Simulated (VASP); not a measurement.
# Ba (P6/mmm) in VASP: notebook

Runs on Ba. Level: LDA. Tasks: single point.

Program: VASP 6.6.1. These are calculated values, not measurements. Logs are shortened: lines on timing, memory, paths and dates and some standing lists are left out, and cuts for length are marked.

### 1 The structure

Symmetry: P6/mmm, No. 191, hexagonal system. The conventional cell has a = 4.312 Å, b = 4.312 Å, c = 3.913 Å, α = 90.00°, β = 90.00°, γ = 120.00°. Ba (site symmetry 6/mmm) has 8 Ba at 3.91 to 4.31 Å as nearest neighbours.

This isn't the form of Ba at room conditions, which is bcc.

### 2 Single point, LDA

INCAR

```
SYSTEM = Ba
ADDGRID = .False.
ALGO = Normal
EDIFF = 1E-6
ENCUT = 250
GGA = CA
ISIF = 2
ISMEAR = -1
LASPH = .True.
LCHARG = .False.
LREAL = .False.
LWAVE = .False.
NBANDS = 11
NELM = 100
PREC = Accurate
SIGMA = 0.2
```

KPOINTS

```
k-points
0
Gamma
  2 2 2
  0 0 0
```

POSCAR

```
Ba
1.0
    4.3116136979      0.0000000000      0.0000000000
   -2.1558068490      3.7339669937      0.0000000000
    0.0000000000      0.0000000000      3.9134133000
Ba
1
Direct
    0.0000000000      0.0000000000      0.0000000000
```

Potentials or basis: VASP PAW LDA potentials, release 64 (Ba_sv).

Launch:

```console
> cat potpaw_LDA.64/Ba_sv/POTCAR > POTCAR
> mpirun -np 1 vasp_std > vasp.out
```

OUTCAR:

```text
SYSTEM = Ba
   EDIFF = 1E-6
   ENCUT = 250
   GGA = CA
   ISIF = 2
   ISMEAR = -1
   LASPH = .True.
   LREAL = .False.
   NELM = 100
   PREC = Accurate

 Found      4 irreducible k-points:

 Following reciprocal coordinates:
            Coordinates               Weight
  0.000000  0.000000  0.000000      1.000000
  0.500000  0.000000  0.000000      3.000000
  0.000000  0.000000  0.500000      1.000000
  0.500000  0.000000  0.500000      3.000000
   k-points           NKPTS =      4   k-points in BZ     NKDIM =      4   number of bands    NBANDS=     11
   number of dos      NEDOS =    301   number of ions     NIONS =      1
   total plane-waves  NPLWV =  11520
   dimension x,y,z NGX =    24 NGY =   24 NGZ =   20
   dimension x,y,z NGXF=    48 NGYF=   48 NGZF=   40
   ions per type =               1
   NGX,Y,Z   is equivalent  to a cutoff of   9.25,  9.25,  8.50 a.u.
   NGXF,Y,Z  is equivalent  to a cutoff of  18.51, 18.51, 16.99 a.u.
 SYSTEM =  Ba
   PREC   = accura    normal or accurate (medium, high low for compatibility)
   ISTART =      0    job   : 0-new  1-cont  2-samecut
   ICHARG =      2    charge: 1-file 2-atom 10-const
   ISPIN  =      1    spin polarized calculation?
   LNONCOLLINEAR =      F non collinear calculations
   LSORBIT =      F    spin-orbit coupling
   LASPH  =      T    aspherical Exc in radial PAW
   ENCUT  =  250.0 eV  18.37 Ry    4.29 a.u.   5.56  5.56  5.05*2*pi/ulx,y,z
   NELM   =    100;   NELMIN=  2; NELMDL= -5     # of ELM steps
   EDIFF  = 0.1E-05   stopping-criterion for ELM
   LREAL  =      F    real-space projection
   EDIFFG = 0.1E-04   stopping-criterion for IOM
   NSW    =      0    number of steps for IOM
   IBRION =     -1    ionic relax: 0-MD 1-quasi-New 2-CG
   NFREE  =      0    steps in history (QN), initial steepest desc. (CG)
   ISIF   =      2    stress and relaxation
   ISYM   =      2    0-nonsym 1-usesym 2-fastsym
   POTIM  = 0.5000    time-step for ionic-motion
   TEBEG  =    0.0;   TEEND  =   0.0 temperature during run
   PSTRESS=    0.0 pullay stress
   NELECT =      10.0000    total number of electrons
   NUPDOWN=      -1.0000    fix difference up-down
   EMIN   =  10.00;   EMAX   =-10.00  energy-range for DOS
   EFERMI =   0.00;   METHOD = LEGACY
   ISMEAR =    -1;   SIGMA  =   0.20  broadening in eV -4-tet -1-fermi 0-gaus
   EFERMI_NEDOS =   21; number of points for ismear=-14 and -15
   IALGO  =     38    algorithm
   IMIX   =      4    mixing-type and parameters
     AMIX     =   0.40;   BMIX     =  1.00
     AMIX_MAG =   1.60;   BMIX_MAG =  1.00
  volume/ion in A,a.u.               =      63.00       425.17
  Fermi-wavevector in a.u.,A,eV,Ry     =   0.886379  1.675014 10.689660  0.785668
  Thomas-Fermi vector in A             =   2.007537
   LORBIT       =      0    0 simple, 1 ext, 2 COOP (PROOUT), +10 PAW based schemes
   GGA     = CA    functional components
   LHFCALC =     F    Hartree Fock is set to
   AEXX    =    0.0000 exact exchange contribution
   IVDW    =     0    specifies the selected vdW correction
   LEPSILON=     F    determine dielectric tensor
   LRPA    =     F    only Hartree local field effects (RPA)
 non-spin polarized calculation
  energy-cutoff  :      250.00
  volume of cell :       63.00
 maximum number of plane-waves:       586
 NGX is ok and might be reduce to    24
   NGX = 11   NGY = 11   NGZ = 11

 number of electron      10.0000002 magnetization

 Free energy of the ion-electron system (eV)
  ---------------------------------------------------
  ext. energy  EPLUGINS =         0.00000000
  ---------------------------------------------------
  free energy    TOTEN  =        -2.72841269 eV

  energy without entropy =       -2.57195650  energy(sigma->0) =       -2.65018460

 E-fermi :   1.1492     XC(G=0):  -7.5704

 val. band max:        0.6521496711   @ k =   0.0000   0.0000   0.5000
 cond. band min:       1.5206990236   @ k =   0.0000   0.0000   0.0000
 fundamental gap:      0.8685493525
 Fermi energy:         1.1492281635

 k-point     1 :       0.0000    0.0000    0.0000
  band No.  band energies     occupation
      1     -27.4607      2.00000
      2     -12.3997      2.00000
      3     -12.3997      2.00000
      4     -12.3020      2.00000
      5      -1.2496      1.99999
      6       1.5207      0.27002
      7       3.1604      0.00009
      8       3.1604      0.00009
      9       6.3507      0.00000
     10       6.3507      0.00000
     11       7.5722      0.00000

 k-point     2 :       0.5000    0.0000    0.0000
  band No.  band energies     occupation
      1     -27.4177      2.00000
      2     -12.9026      2.00000
      3     -12.5169      2.00000
      4     -12.2480      2.00000
      5       0.5042      1.92352
      6       1.8032      0.07325
      7       2.5064      0.00226
      8       4.4154      0.00000
      9       5.9233      0.00000
     10       6.2792      0.00000
     11       7.4185      0.00000

 k-point     3 :       0.0000    0.0000    0.5000
  band No.  band energies     occupation
      1     -27.3931      2.00000
      2     -13.0889      2.00000
      3     -12.3226      2.00000
      4     -12.3226      2.00000
      5       0.6521      1.84622
      6       2.2367      0.00866
      7       3.7546      0.00000
      8       3.7546      0.00000
      9       4.0271      0.00000
     10       4.0271      0.00000
     11       8.6096      0.00000

 k-point     4 :       0.5000    0.0000    0.5000
  band No.  band energies     occupation
      1     -27.3520      2.00000
      2     -12.9949      2.00000
      3     -12.7883      2.00000
      4     -12.4326      2.00000
      5       0.6491      1.84838
      6       1.7164      0.11085
      7       3.2601      0.00005
      8       4.8693      0.00000
      9       5.1522      0.00000
     10       6.5760      0.00000
     11       7.3714      0.00000

------------------------ aborting loop because EDIFF is reached ----------------------------------------

  FORCE on cell =-STRESS in cart. coord.  units (eV):
  Direction    XX          YY          ZZ          XY          YZ          ZX
  --------------------------------------------------------------------------------------
  -------------------------------------------------------------------------------------
  Total       -2.1401293     -2.1401293     -1.3715395      0.0000000     -0.0000000      0.0000000
  in kB      -54.4232599    -54.4232599    -34.8781040      0.0000000     -0.0000000      0.0000000
  external PRESSURE =     -47.9082080 kB  Pullay stress =       0.0000000 kB

 VOLUME and BASIS-vectors are now :
 -----------------------------------------------------------------------------
  energy-cutoff  :      250.00
  volume of cell :       63.00
      direct lattice vectors                 reciprocal lattice vectors
     4.311613698  0.000000000  0.000000000     0.231931724  0.133905844  0.000000000
    -2.155806849  3.733966994  0.000000000     0.000000000  0.267811687  0.000000000
     0.000000000  0.000000000  3.913413300     0.000000000  0.000000000  0.255531405

 POSITION                                       TOTAL-FORCE (eV/Angst)
 -----------------------------------------------------------------------------------
      0.00000      0.00000      0.00000        -0.000000      0.000000      0.000000
 -----------------------------------------------------------------------------------
    total drift:                                0.000000      0.000000      0.000000

  FREE ENERGIE OF THE ION-ELECTRON SYSTEM (eV)
  ---------------------------------------------------
  free  energy   TOTEN  =        -2.7284126921 eV

  energy  without entropy=       -2.5719565023  energy(sigma->0) =       -2.65018460
```

Run time: 0.9 s. Hardware: 1 thread of Intel Xeon 6975P-C (Granite Rapids), shared host; peak memory 0.11 GiB.

The run converged, but some of its settings lie outside the range that counts as converged, so its numbers aren't taken as properties of the crystal.

What came out:

- Free energy: -2.7284 eV
- Pressure: -4.8 GPa

Caveat: the k mesh is coarse (spacing up to 0.84 Å⁻¹), so the values aren't converged; the mesh shows a gap though the element is a metal.

### 3 Single point, LDA

INCAR is that of step 2.

KPOINTS is that of step 2.

POSCAR

```
Ba
1.0
    4.3404360000      0.0427450000      0.0778240000
   -2.1332000000      3.6827230000     -0.0419260000
    0.0706370000     -0.0031590000      3.9204320000
Ba
1
Direct
    0.0107920000      0.0146870000     -0.0229320000
```

Potentials or basis: VASP PAW LDA potentials, release 64 (Ba_sv).

Launch:

```console
> cat potpaw_LDA.64/Ba_sv/POTCAR > POTCAR
> mpirun -np 1 vasp_std > vasp.out
```

OUTCAR:

```text
SYSTEM = Ba
   EDIFF = 1E-6
   ENCUT = 250
   GGA = CA
   ISIF = 2
   ISMEAR = -1
   LASPH = .True.
   LREAL = .False.
   NELM = 100
   PREC = Accurate

 Found      8 irreducible k-points:

 Following reciprocal coordinates:
            Coordinates               Weight
  0.000000  0.000000  0.000000      1.000000
  0.500000 -0.000000  0.000000      1.000000
 -0.000000  0.500000  0.000000      1.000000
  0.500000  0.500000 -0.000000      1.000000
  0.000000 -0.000000  0.500000      1.000000
  0.500000 -0.000000  0.500000      1.000000
[... 162 lines left out ...]
------------------------ aborting loop because EDIFF is reached ----------------------------------------

  FORCE on cell =-STRESS in cart. coord.  units (eV):
  Direction    XX          YY          ZZ          XY          YZ          ZX
  --------------------------------------------------------------------------------------
  -------------------------------------------------------------------------------------
  Total       -2.1695432     -2.0914002     -1.3908221     -0.0543143     -0.0032065      0.0723316
  in kB      -55.1712627    -53.1840950    -35.3684630     -1.3812071     -0.0815403      1.8393842
  external PRESSURE =     -47.9079402 kB  Pullay stress =       0.0000000 kB

 VOLUME and BASIS-vectors are now :
 -----------------------------------------------------------------------------
  energy-cutoff  :      250.00
  volume of cell :       63.00
      direct lattice vectors                 reciprocal lattice vectors
     4.340436000  0.042745000  0.077824000     0.229156949  0.132692299 -0.004021951
    -2.133200000  3.682723000 -0.041926000    -0.002663728  0.269998278  0.000265553
     0.070637000 -0.003159000  3.920432000    -0.004577452  0.000253366  0.255156610

 POSITION                                       TOTAL-FORCE (eV/Angst)
 -----------------------------------------------------------------------------------
      0.08453      0.05146      3.83075        -0.000000     -0.000000      0.000000
 -----------------------------------------------------------------------------------
    total drift:                               -0.000005      0.000004      0.000016

  FREE ENERGIE OF THE ION-ELECTRON SYSTEM (eV)
  ---------------------------------------------------
  free  energy   TOTEN  =        -2.7302973521 eV

  energy  without entropy=       -2.5732739812  energy(sigma->0) =       -2.65178567
```

OSZICAR:

```text
N       E                     dE             d eps       ncg     rms          rms(c)
DAV:   1     0.305630425903E+02    0.30563E+02   -0.28972E+03   176   0.428E+02
DAV:   2    -0.146433937536E+01   -0.32027E+02   -0.31516E+02   206   0.106E+02
DAV:   3    -0.269309070517E+01   -0.12288E+01   -0.12222E+01   223   0.201E+01
DAV:   4    -0.274090104410E+01   -0.47810E-01   -0.47752E-01   214   0.455E+00
DAV:   5    -0.274344403272E+01   -0.25430E-02   -0.25426E-02   255   0.848E-01    0.233E+00
DAV:   6    -0.273514736985E+01    0.82967E-02   -0.61820E-03   206   0.681E-01    0.137E+00
DAV:   7    -0.273021807842E+01    0.49293E-02   -0.11070E-02   236   0.878E-01    0.642E-02
DAV:   8    -0.273029353096E+01   -0.75453E-04   -0.26446E-04   215   0.850E-02    0.145E-02
DAV:   9    -0.273029761902E+01   -0.40881E-05   -0.12898E-05   271   0.170E-02    0.542E-03
DAV:  10    -0.273029735212E+01    0.26691E-06   -0.14689E-06   177   0.728E-03
   1 F= -.27302974E+01 E0= -.26517857E+01  d E =-.157023E+00
```

stdout:

```text
POSCAR found type information on POSCAR Ba
 POSCAR found :  1 types and       1 ions
 scaLAPACK will be used
 LDA part: xc-table for (Slater(with rela. corr.)+CA(PZ))
 , standard interpolation
 POSCAR, INCAR and KPOINTS ok, starting setup
 FFT: planning ... GRIDC
 FFT: planning ... GRID_SOFT
 FFT: planning ... GRID
 WAVECAR not read
 entering main loop
```

It took 1.1 s on 1 thread of Intel Xeon 6975P-C (Granite Rapids), shared host; peak memory 0.11 GiB.

These settings aren't checked as converged: the numbers below hold their error.

Results:

```
Free energy : -2.7303 eV
Pressure    : -4.8 GPa
```

Caveat: the k mesh is coarse (spacing up to 0.85 Å⁻¹), so the values aren't converged; the mesh shows a gap though the element is a metal.

### 4 Single point, LDA

INCAR: that of step 3 with these lines changed.

```diff
@@ -4,3 +4,3 @@
 EDIFF = 1E-6
-ENCUT = 250
+ENCUT = 300
 GGA = CA
```

KPOINTS is that of step 3.

POSCAR

```
Ba
1.0
    4.3116136979      0.0000000000      0.0000000000
   -2.1558068490      3.7339669937      0.0000000000
    0.0000000000      0.0000000000      3.9134133000
Ba
1
Direct
    0.0000000000      0.0000000000      0.0000000000
```

Launch:

```console
> cat potpaw_LDA.64/Ba_sv/POTCAR > POTCAR
> mpirun -np 1 vasp_std > vasp.out
```

It took 1 s on 1 thread of Intel Xeon 6975P-C (Granite Rapids), shared host; peak memory 0.12 GiB.

The run converged, but some of its settings lie outside the range that counts as converged, so its numbers aren't taken as properties of the crystal.

Results:

| Item | Value |
| --- | --- |
| Free energy | -2.7279 eV |
| Pressure | -4.7 GPa |

Caveat: the k mesh is coarse (spacing up to 0.84 Å⁻¹), so the values aren't converged; the mesh shows a gap though the element is a metal.

[end of part 1 of 2]
